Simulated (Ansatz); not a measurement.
# MgS (Niningerite) (Fm-3m) in Ansatz: notebook, part 2 of 2

Ansatz 0.2.0. The steps go on from the part before.

## Step 3: Single point, PBE0, 16.55 Å³/atom (volume scaled by 0.94)

Contents of input.yaml:

```yaml
crystal:
  lattice:
    - [0.0, 2.5485401997, 2.5485401997]
    - [2.5485401997, 0.0, 2.5485401997]
    - [2.5485401997, 2.5485401997, 0.0]
  atoms:
    - { symbol: S, position: [0.5, 0.5, 0.5] }
    - { symbol: Mg, position: [0.0, 0.0, 0.0] }
hamiltonian:
  xc: pbe0
  pseudopotentials: { kind: paw }
kpoints:
  mp_grid: { grid: [4, 4, 4] }
scf:
  occupations: { method: fermi_dirac, width: 0.05 }
output:
  forces: true
  stress: true
  eigenvalues: true
  write_density: true
  write_potential: true
  elf: true
  volumetric_format: npy
```

Potentials or basis: Ansatz PAW.

Started as:

```sh
> ansatz run input.yaml --threads 2 --pin off --max-ram 5632MiB --backend cpu --events-out ev --progress --plain --runs-dir out
```

Standard output:

```text
Warning: output.stress: scf.convergence.dr2_threshold = 1e-7 eV (the SCF's general default) is looser than the 2e-10 eV advised for a printed stress (1e-10 eV for each atom of the cell: 2). What an SCF threshold leaves in a stress goes as its square root, and in the free energy as the threshold itself, and one threshold admits the most on a small cell: of the crystals measured, under no hybrid functional and no lock of the moments, on runs that ended without the residual-converged pass, on stresses that held no estimate of that error, the worst erred by over 100 MPa in a component at 1e-7 eV an atom and by under 5 at 1e-10. Set scf.convergence.dr2_threshold to 2e-10 eV or tighter. The threshold is an SCF's pass mark: one that does not reach it within its budget of iterations ends unconverged, or closes short of it on a stop that the run arms, and scf.convergence.dr2_threshold's page says what that costs each kind of run
Warning: output.stress: scf.exx.energy_threshold = 1e-6 eV is looser than the 2e-8 eV advised for a stress under a hybrid functional (1e-8 eV for each atom of the cell: 2). Every SCF of the exchange loop can meet its threshold on dr2 while the loop round them stops early: no threshold on dr2 bounds what that leaves in the stress. Set scf.exx.energy_threshold to 2e-8 eV or tighter. The threshold is the loop's pass mark: a loop that does not reach it within its budget of cycles ends unconverged, and scf.exx.energy_threshold's page has the law
Warning: RAYON_NUM_THREADS=2 ignored (pool sized by the plan → 2); use --threads N
Engine: ansatz 0.2.0, aarch64-unknown-linux-gnu
Pseudopotentials: kind: paw
Pseudopotential: S, paw, valence charge 6, recommended cutoff 420 eV (normal), S.paw.azcp
Pseudopotential: Mg, paw, valence charge 10, recommended cutoff 420 eV (normal), Mg.paw.azcp
Functional definition: PBE0
  parameter a = 0.25
  parameter kappa = 0.804
  parameter beta = 0.06672455060314922
  exchange = (1 - a)*pbe_x(kappa = kappa, mu = beta*pi^2/3) + a*exact_x
  correlation = pbe_c(beta = beta)
Crystal: 2 atoms, lattice volume = 33.106 Å³
Basis set: ecut = 420 eV, 645 PW (Γ), exchange–correlation on 50×50×50 points (8 copies of the dense FFT grid, shifted against one another)
Bands: 12, of which v1, the nominal top of the filled ones, is band 8 counted from 1 (7 counted from 0)
Symmetry: 48 space group operations
Space group: Fm-3m (ITA 225), of the structure as read, at distance tolerance 3.2e-5 Å
k-points: 8 of 64
Non-local potential: S, projectors of the file, l = 0: 2, l = 1: 2, l = 2: 2
Non-local potential: Mg, projectors of the file, l = 0: 3, l = 1: 2, l = 2: 1
PAW form: soft (Blöchl's): semilocal exchange-correlation on the pseudo side does not see the compensation charge
PAW frozen core: S, regenerated for the run's functional, and the local potential with it (the file was generated under x = pbe(κ = 0.804, μ = 0.2195149727645171), c = pbe(β = 0.06672455060314922))
PAW frozen core: Mg, regenerated for the run's functional, and the local potential with it (the file was generated under x = pbe(κ = 0.804, μ = 0.2195149727645171), c = pbe(β = 0.06672455060314922))
PAW one-centre angular grid: S, 110 points (default); XC on 64 Gauss nodes
PAW one-centre angular grid: Mg, 110 points (default); XC on 64 Gauss nodes
[... 24 lines left out ...]
preconditioner: auto → none  [insulator: Δε(μ)=4.690 eV  Ē_g=14.544 eV  σ=0.050 eV  W_gap=1.00  n_scr=8 (ndim 8)  ℏωp=18.3 eV  f_vac=0.000  D(μ)=0.00/eV (n_scr^D=0)]
SCF iter   2: F=—  HF=-2830.055150 eV  |F-HF|=—  |Δ(HF+E_count)|=   2.14e-7  Δρ=1.09e-5  dr2=3.41e-8  ethr=3.82e-9  ⟨swp⟩=3.0  Hψ=225  notcnv=0
SCF iter   3: F=-2830.055150 eV  HF=-2830.055150 eV  |F-HF|=5.24e-9  |Δ(HF+E_count)|=   1.19e-7  Δρ=4.34e-6  dr2=3.63e-9  ethr=8.03e-11  ⟨swp⟩=4.0  Hψ=288  notcnv=0
SCF 3 converged in 3 iterations: F = -2830.055150 eV  dr2 = 3.63e-9
  Residual-converged pass: ⟨swp⟩=2.0  Hψ=144  notcnv=0  max |occ|·‖R‖ = 2.2e-6 eV (tolerance 2.4e-6 eV)  dr2=3.62e-9  dr2_onsite=3.15e-9  max |Δocc| = 0.0e0
hybrid outer 2: dexx = +1.351e-7 eV, tail = 2.62e-8 eV, Δε = 2.66e-3 eV (about 1.64e-4 eV left of the loop's levels)
hybrid SCF converged: 2 outer / 9 inner (+2 warm-up), last move |dexx| = 1.35e-7 eV, tail = 2.62e-8 eV
Stability not checked: this state was not tested for a lower state beside it, because the functional holds exact exchange (a hybrid, or Hartree-Fock), whose exchange loop this test does not read (fock_operator; see scf.lower_state_search)
Free energy (F): -2830.055150 eV
Frozen-core exchange: fock
Harris-Foulkes:  -2830.055150 eV  (|F-HF|=5.24e-9)
Internal energy: -2830.055150 eV  (E = F + TS)
E sigma→0 (E₀):  -2830.055150 eV
Fermi energy:    8.445551 eV
--- Per-component energies (eV) ---
  E_band       = -369.358116
  E_kinetic    = 187.137929
  E_local      = -1634.905830  (includes V_loc(G=0)·N_el)
  E_nonlocal   = 122.751149
  E_hartree    = 582.994851
  E_xc         = -99.153231
  E_vxc        = -99.201929  (∫ρ·V_xc dr)
  E_exx        = -69.829247  (= α·E_x^exact, valence–valence)
  E_paw        = -853.437951  (= ΣΔE_a)
  E_vpaw       = 28.527401  (= ΣTr[D̂ρ^β])
  E_aug_tail   = 0.000002  (compensation charges beyond the density's cutoff)
  E_ewald      = -1065.490834
  E_core_change = -0.121988  (= ΣΔE_core)
  E_smearing   = -0.000000  (= −TS)
  E_closure    = 0.000000  (closes the sum)
  Σ components = -2830.055150   (vs F -2830.055150, Δ=0.00e0)
--- Forces (eV/Å), atoms counted from 1 ---
  atom   1  S      0.00000000    -0.00000000    -0.00000000
  atom   2  Mg    -0.00000000     0.00000000    -0.00000000
  max |Σ_I F_I| component: 2.93e-30 eV/Å
--- Stress (GPa, compression-positive) ---
        5.530144      -0.000000       0.000000
        0.000000       5.530144      -0.000000
       -0.000000       0.000000       5.530144
  P = ⅓ Tr σ = 5.5301 GPa (55.301 kbar)
--- Band table (eV; the first three rows and the last of 8) ---
  k-point 0: bands = ["-73.4782", "-38.3758", "-38.3758", "-38.3758", "-8.2958", "6.1010", "6.1010", "6.1010", "12.2136", "15.9103", "15.9103", "15.9103"]
  k-point 1: bands = ["-73.4779", "-38.3807", "-38.3763", "-38.3763", "-7.6112", "2.8828", "5.7046", "5.7046", "13.1164", "15.9442", "15.9442", "16.8578"]
  k-point 2: bands = ["-73.4777", "-38.3857", "-38.3768", "-38.3768", "-6.6714", "0.4189", "5.3687", "5.3687", "12.5004", "15.0079", "15.0079", "19.2257"]
  k-point 7: bands = ["-73.4774", "-38.3822", "-38.3822", "-38.3794", "-6.1521", "2.2559", "2.2559", "3.3866", "13.5191", "16.0811", "16.0811", "16.4726"]
```

It took 3.6 s on 2 threads of Arm Neoverse V1, shared host; peak memory 0.43 GiB.

What came out:

```yaml
Free_energy: -2830.0552 eV
Pressure: 5.5 GPa
Band_gap_on_the_k_mesh: 4.69 eV, indirect (least direct gap 6.11 eV)
```

Caveat: the k mesh is coarse (spacing up to 0.53 Å⁻¹), so the values aren't converged, least of all with exact exchange; the PAW data sets come from PBE, with cores solved anew for the run's functional, which leaves a small shift of forces and pressure; the thresholds are loose for stress.

## Step 4: Single point, PBE0, 16.91 Å³/atom (volume scaled by 0.96)

input.yaml, as its differences from that of step 3:

```diff
@@ -2,5 +2,5 @@
   lattice:
-    - [0.0, 2.5485401997, 2.5485401997]
-    - [2.5485401997, 0.0, 2.5485401997]
-    - [2.5485401997, 2.5485401997, 0.0]
+    - [0.0, 2.5664882573, 2.5664882573]
+    - [2.5664882573, 0.0, 2.5664882573]
+    - [2.5664882573, 2.5664882573, 0.0]
   atoms:
```

Started as:

```sh
> ansatz run input.yaml --threads 2 --pin off --max-ram 5632MiB --backend cpu --events-out ev --progress --plain --runs-dir out
```

Wall time 3.6 s (2 threads of Arm Neoverse V1, shared host); peak memory 0.45 GiB.

It converged, with:

```
Free energy            : -2830.0749 eV
Pressure               : 3.5 GPa
Band gap on the k mesh : 4.64 eV, indirect (least direct gap 5.92 eV)
```

Caveat: the k mesh is coarse (spacing up to 0.53 Å⁻¹), so the values aren't converged, least of all with exact exchange; the PAW data sets come from PBE, with cores solved anew for the run's functional, which leaves a small shift of forces and pressure; the thresholds are loose for stress.

## Step 5: Single point, PBE0, 17.26 Å³/atom (volume scaled by 0.98)

Contents of input.yaml:

```yaml
crystal:
  lattice:
    - [0.0, 2.5841887356, 2.5841887356]
    - [2.5841887356, 0.0, 2.5841887356]
    - [2.5841887356, 2.5841887356, 0.0]
  atoms:
    - { symbol: S, position: [0.5, 0.5, 0.5] }
    - { symbol: Mg, position: [0.0, 0.0, 0.0] }
hamiltonian:
  xc: pbe0
  pseudopotentials: { kind: paw }
kpoints:
  mp_grid: { grid: [4, 4, 4] }
scf:
  occupations: { method: fermi_dirac, width: 0.05 }
output:
  forces: true
  stress: true
  eigenvalues: true
```

Started as:

```sh
> ansatz run input.yaml --threads 2 --pin off --max-ram 5632MiB --backend cpu --events-out ev --progress --plain --runs-dir out
```

Run time: 3.6 s. Hardware: 2 threads of Arm Neoverse V1, shared host; peak memory 0.45 GiB.

Results (log left out):

```yaml
Free_energy: -2830.0860 eV
Pressure: 1.6 GPa
Band_gap_on_the_k_mesh: 4.59 eV, indirect (least direct gap 5.74 eV)
```

Caveat: the k mesh is coarse (spacing up to 0.53 Å⁻¹), so the values aren't converged, least of all with exact exchange; the PAW data sets come from PBE, with cores solved anew for the run's functional, which leaves a small shift of forces and pressure; the thresholds are loose for stress.

## Step 6: Single point, PBE0, 17.61 Å³/atom

input.yaml, as its differences from that of step 5:

```diff
@@ -2,5 +2,5 @@
   lattice:
-    - [0.0, 2.5841887356, 2.5841887356]
-    - [2.5841887356, 0.0, 2.5841887356]
-    - [2.5841887356, 2.5841887356, 0.0]
+    - [0.0, 2.60165, 2.60165]
+    - [2.60165, 0.0, 2.60165]
+    - [2.60165, 2.60165, 0.0]
   atoms:
@@ -19 +19,5 @@
   eigenvalues: true
+  write_density: true
+  write_potential: true
+  elf: true
+  volumetric_format: npy
```

Potentials or basis: Ansatz PAW.

Started as:

```sh
> ansatz run input.yaml --threads 2 --pin off --max-ram 5632MiB --backend cpu --events-out ev --progress --plain --runs-dir out
```

Wall time 3.7 s (2 threads of Arm Neoverse V1, shared host); peak memory 0.45 GiB.

Results (log left out):

- Free energy: -2830.0894 eV
- Pressure: -0.1 GPa
- Band gap on the k mesh: 4.54 eV, indirect (least direct gap 5.56 eV)

Caveat: the k mesh is coarse (spacing up to 0.52 Å⁻¹), so the values aren't converged, least of all with exact exchange; the PAW data sets come from PBE, with cores solved anew for the run's functional, which leaves a small shift of forces and pressure; the thresholds are loose for stress.

## Step 7: Single point, PBE0, 17.96 Å³/atom (volume scaled by 1.02)

Contents of input.yaml:

```yaml
crystal:
  lattice:
    - [0.0, 2.6188799723, 2.6188799723]
    - [2.6188799723, 0.0, 2.6188799723]
    - [2.6188799723, 2.6188799723, 0.0]
  atoms:
    - { symbol: S, position: [0.5, 0.5, 0.5] }
    - { symbol: Mg, position: [0.0, 0.0, 0.0] }
hamiltonian:
  xc: pbe0
  pseudopotentials: { kind: paw }
kpoints:
  mp_grid: { grid: [4, 4, 4] }
scf:
  occupations: { method: fermi_dirac, width: 0.05 }
output:
  forces: true
  stress: true
  eigenvalues: true
```

Started as:

```sh
> ansatz run input.yaml --threads 2 --pin off --max-ram 5632MiB --backend cpu --events-out ev --progress --plain --runs-dir out
```

Run time: 3.7 s. Hardware: 2 threads of Arm Neoverse V1, shared host; peak memory 0.45 GiB.

The run converged. Its results:

- Free energy: -2830.0857 eV
- Pressure: -1.6 GPa
- Band gap on the k mesh: 4.49 eV, indirect (least direct gap 5.39 eV)

Caveat: the k mesh is coarse (spacing up to 0.52 Å⁻¹), so the values aren't converged, least of all with exact exchange; the PAW data sets come from PBE, with cores solved anew for the run's functional, which leaves a small shift of forces and pressure; the thresholds are loose for stress.

## Step 8: Single point, PBE0, 18.31 Å³/atom (volume scaled by 1.04)

input.yaml, as its differences from that of step 7:

```diff
@@ -2,5 +2,5 @@
   lattice:
-    - [0.0, 2.6188799723, 2.6188799723]
-    - [2.6188799723, 0.0, 2.6188799723]
-    - [2.6188799723, 2.6188799723, 0.0]
+    - [0.0, 2.6358861629, 2.6358861629]
+    - [2.6358861629, 0.0, 2.6358861629]
+    - [2.6358861629, 2.6358861629, 0.0]
   atoms:
```

Started as:

```sh
> ansatz run input.yaml --threads 2 --pin off --max-ram 5632MiB --backend cpu --events-out ev --progress --plain --runs-dir out
```

Run time: 3.8 s. Hardware: 2 threads of Arm Neoverse V1, shared host; peak memory 0.45 GiB.

The run converged. Its results:

* Free energy: -2830.0757 eV
* Pressure: -3.0 GPa
* Band gap on the k mesh: 4.44 eV, indirect (least direct gap 5.23 eV)

Caveat: the k mesh is coarse (spacing up to 0.52 Å⁻¹), so the values aren't converged, least of all with exact exchange; the PAW data sets come from PBE, with cores solved anew for the run's functional, which leaves a small shift of forces and pressure; the thresholds are loose for stress.

## Step 9: Single point, PBE0, 18.67 Å³/atom (volume scaled by 1.06)

input.yaml, as its differences from that of step 8:

```diff
@@ -2,5 +2,5 @@
   lattice:
-    - [0.0, 2.6358861629, 2.6358861629]
-    - [2.6358861629, 0.0, 2.6358861629]
-    - [2.6358861629, 2.6358861629, 0.0]
+    - [0.0, 2.6526756995, 2.6526756995]
+    - [2.6526756995, 0.0, 2.6526756995]
+    - [2.6526756995, 2.6526756995, 0.0]
   atoms:
```

Potentials or basis: Ansatz PAW.

Started as:

```sh
> ansatz run input.yaml --threads 2 --pin off --max-ram 5632MiB --backend cpu --events-out ev --progress --plain --runs-dir out
```

Run time: 3.8 s. Hardware: 2 threads of Arm Neoverse V1, shared host; peak memory 0.45 GiB.

It converged, with:

* Free energy: -2830.0600 eV
* Pressure: -4.2 GPa
* Band gap on the k mesh: 4.39 eV, indirect (least direct gap 5.07 eV)

Caveat: the k mesh is coarse (spacing up to 0.51 Å⁻¹), so the values aren't converged, least of all with exact exchange; the PAW data sets come from PBE, with cores solved anew for the run's functional, which leaves a small shift of forces and pressure; the thresholds are loose for stress.

## Step 10: Equation of state, PBE0

No new run: the results of the series are fitted here.

What came out:

- Equilibrium volume: 17.60 Å³/atom
- Bulk modulus: 80 GPa
- Pressure derivative of the bulk modulus: 4.0

Energy against volume, from the lowest point:
| volume (Å³/atom) | energy (meV/atom) |
| --- | --- |
| 16.553 | 17.12 |
| 16.905 | 7.25 |
| 17.257 | 1.68 |
| 17.609 | 0.00 |
| 17.962 | 1.83 |
| 18.314 | 6.83 |
| 18.666 | 14.70 |

Caveat: the k mesh is coarse (spacing up to 0.52 Å⁻¹), so the values aren't converged, least of all with exact exchange; the PAW data sets were made with another functional, which shifts forces and pressure a little.
